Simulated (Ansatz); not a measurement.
Crystal: AlN.

```xyz
2
Lattice="0.0000 2.1840 2.1840 2.1840 0.0000 2.1840 2.1840 2.1840 0.0000" Properties=species:S:1:pos:R:3 pbc="T T T"
Al    0.0000    0.0000    0.0000
N     1.0920    1.0920    1.0920
```

Measurements of this composition are mostly on another form, of space group No. 186.

A run of Ansatz 0.2.0 on this cell left the log below. Logs are shortened: lines on timing, memory, paths and dates and some standing lists are left out, and cuts for length are marked.

```text
Warning: RAYON_NUM_THREADS=1 ignored (pool sized by the plan → 1); use --threads N
The last accepted step is kept in <dir> (removed where the run ends without a failure and the disk answers)
LAPW: plane waves up to 10.291 Å⁻¹, error target 1.0e-3 eV per atom; small_component_spin mean_spin; N in spheres of 0.877 Å, 7 of its electrons in bands, Dirac shells []; Al in spheres of 0.958 Å, 11 of its electrons in bands, Dirac shells [] (how accurate: hamiltonian.pseudopotentials.lapw.basis_error, Limitations)
Engine: ansatz 0.2.0, aarch64-unknown-linux-gnu
Pseudopotentials: kind: all_electron
Pseudopotential: Al, LAPW, valence charge 11, lapw/all_electron/scalar/gaussian/Al, Koelling and Harmon's equation, gaussian nucleus
Pseudopotential: N, LAPW, valence charge 7, lapw/all_electron/scalar/gaussian/N, Koelling and Harmon's equation, gaussian nucleus
Functional definition: PBEsol
  exchange = pbesol_x
  correlation = pbesol_c
Crystal: 2 atoms, lattice volume = 20.835 Å³
Basis set: ecut = 403.46207479144607 eV, 387 PW (Γ), exchange–correlation at level 2
Bands: 13, of which v1, the nominal top of the filled ones, is band 9 counted from 1 (8 counted from 0)
Symmetry: 24 space group operations
Space group: F-43m (ITA 216), of the structure as read, at distance tolerance 2.8e-5 Å
k-points: 47 of 1000 (time reversal used)
Non-local potential: Al, projectors of the file, none
Non-local potential: N, projectors of the file, none
Initial density: superposition of atomic densities (chi_scale 0.1, normalization cell, long waves kept (reshape's long-wave potential 0.00 eV rms))
Initial wavefunctions: plane waves of lowest kinetic energy (no species holds an atomic orbital)
Functional: x = pbesol(κ = 0.804, μ = 0.12345679012345678), c = pbesol(β = 0.046)
iter 1 solved again at ethr=3.13e-2 eV; its pass at ethr=1.00e-1 eV (dr2=5.63e0 eV) is discarded
SCF iter   1: F=—  HF=-8084.400389 eV  |F-HF|=—  |Δ(HF+E_count)|=         —  Δρ=1.50e-1  dr2=5.63e0  ethr=3.13e-2  ⟨swp⟩=2.0  Hψ=4131  notcnv=0
preconditioner: auto → none  [insulator: Δε(μ)=5.879 eV  Ē_g=16.894 eV  σ=0.050 eV  W_gap=1.00  n_scr=8 (ndim 8)  ℏωp=23.0 eV  f_vac=0.000  D(μ)=0.00/eV (n_scr^D=0)  ε∞_Penn≈2.9]
iter 2 solved again at ethr=1.85e-3 eV; its pass at ethr=3.13e-2 eV (dr2=3.33e-1 eV) is discarded
[... 34 lines left out ...]
SCF iter   1: F=—  HF=-8082.088093 eV  |F-HF|=—  |Δ(HF+E_count)|=         —  Δρ=4.75e-6  dr2=3.25e-9  ethr=1.80e-11  ⟨swp⟩=4.0  Hψ=2998  notcnv=0
preconditioner: auto → none  [insulator: Δε(μ)=3.188 eV  Ē_g=15.254 eV  σ=0.050 eV  W_gap=1.00  n_scr=8 (ndim 8)  ℏωp=22.9 eV  f_vac=0.000  D(μ)=0.00/eV (n_scr^D=0)  ε∞_Penn≈3.3]
SCF iter   2: F=-8082.088093 eV  HF=-8082.088093 eV  |F-HF|=5.56e-10  |Δ(HF+E_count)|=   7.56e-8  Δρ=2.44e-6  dr2=8.05e-10  ethr=1.80e-11  ⟨swp⟩=2.0  Hψ=1645  notcnv=0
SCF 4 converged in 2 iterations: F = -8082.088093 eV  dr2 = 8.05e-10
relax step   4: F+E_penalty+E_count = -8082.08809348 eV  Δ(F+E_penalty+E_count) = +5.790e-8 eV  max|allowed force component| = 6.476e-17 eV/Å  Δτ_max = 0.0000 Å  P = +0.006 GPa  Ω = 20.958 Å³  stress off target by 5.69e-3 GPa  SCF on the basis re-selected at this cell (its energy is not comparable with the rows above)  (2 SCF iters)
basis re-selected at this cell: Δ(F+E_penalty+E_count) = +5.790e-8 eV, ΔP = +0.000 GPa vs the last step (what re-selecting the basis moved, after the strain that the cell walked since its last selection, with what the two solves' SCF thresholds leave and, on support functions, any second-order correction that the steps lacked; it is no measure of the basis error at this ecutwfc). This SCF's stress stands 5.69e-3 GPa from its target on what of the cell is left free (relax.cell.stress_tol is 5.00e-2 GPa) and its largest allowed force component is 6.48e-17 eV/Å (relax.f_tol is 5.00e-3 eV/Å): within both
SCF converged after 2 iterations
Free energy (F): -8082.088093 eV
Harris-Foulkes:  -8082.088093 eV  (|F-HF|=5.56e-10)
Internal energy: -8082.088093 eV  (E = F + TS)
E sigma→0 (E₀):  -8082.088093 eV
Fermi energy:    9.979670 eV
--- Per-component energies (eV) ---
  E_band       = -1203.994100
  E_kinetic    = 8089.331811
  E_xc         = -677.970712
  E_electrostatic = -15493.449193  (all electrons and nuclei)
  E_smearing   = -0.000000  (= −TS)
  E_closure    = 0.000000  (closes the sum)
  E_atoms      = -8066.480992  (free atoms, spherical and without spin; not in F)
  Σ components = -8082.088093   (vs F -8082.088093, Δ=0.00e0)
  Basis errors (estimates in eV, not in F): energy 4.8e-4 per atom: plane waves 4.4e-4 (2.8e-4 summed), levels above the bands 2.2e-83, relativity 2.0e-8, radial functions 4.4e-5, core shells 1.0e-11; eigenvalues (radial functions only) 1.8e-6; not estimated: angular momenta, meshes, grids; target (lapw.basis_error) 1.0e-3; muffin-tin radii N 0.878 Å, Al 0.960 Å
--- Forces (eV/Å), atoms counted from 1 ---
  atom   1  Al    -0.00000000    -0.00000000    -0.00000000
  atom   2  N      0.00000000     0.00000000     0.00000000
  max |Σ_I F_I| component: 4.16e-17 eV/Å
--- Stress (GPa, compression-positive) ---
        0.005695       0.000000       0.000000
        0.000000       0.005695       0.000000
        0.000000       0.000000       0.005695
  P = ⅓ Tr σ = 0.0057 GPa (0.057 kbar)
--- Relaxed structure (3 steps of the walk, 3 accepted, 1 SCFs on fresh bases) ---
  F+E_penalty+E_count = -8082.08809348 eV   max|allowed force component| = 6.476e-17 eV/Å   (the final SCF, on the basis selected at the relaxed cell)
  cell:  # Å, volume = 20.9577 Å³
    - [-1.7196880611022619e-34, 2.1882883318973576, 2.1882883318973576]
    - [2.1882883318973576, 6.623983642764267e-34, 2.1882883318973576]
    - [2.1882883318973576, 2.1882883318973576, 9.744899012912816e-34]
  atoms:
    - { symbol: Al, position: [-9.645110295377171e-36, 2.801674895323845e-35, 6.016711660449566e-35] }
    - { symbol: N, position: [0.25, 0.25, 0.25] }
```

Write the input and the command behind it.

Relaxation of cell and atoms with PBEsol, no spin polarisation. The files as run (others can give the same):

input.yaml
```yaml
crystal:
  lattice:
    - [0.0, 2.1839935596, 2.1839935596]
    - [2.1839935596, 0.0, 2.1839935596]
    - [2.1839935596, 2.1839935596, 0.0]
  atoms:
    - { symbol: Al, position: [0.0, 0.0, 0.0] }
    - { symbol: "N", position: [0.25, 0.25, 0.25] }
kpoints:
  mp_grid: { grid: [10, 10, 10] }
scf:
  occupations: { method: fermi_dirac, width: 0.05 }
hamiltonian:
  xc: pbesol
  pseudopotentials: { kind: all_electron, lapw: { basis_error: 0.001 } }
output:
  forces: true
  stress: true
relax:
  f_tol: 0.005
  max_steps: 60
  cell: {}
```

Potentials or basis: all-electron LAPW, scalar-relativistic.
Launch:
```bash
$ ansatz run input.yaml --threads 1 --pin off --max-ram 3072MiB --backend cpu --events-out ev --progress --plain --runs-dir out
```
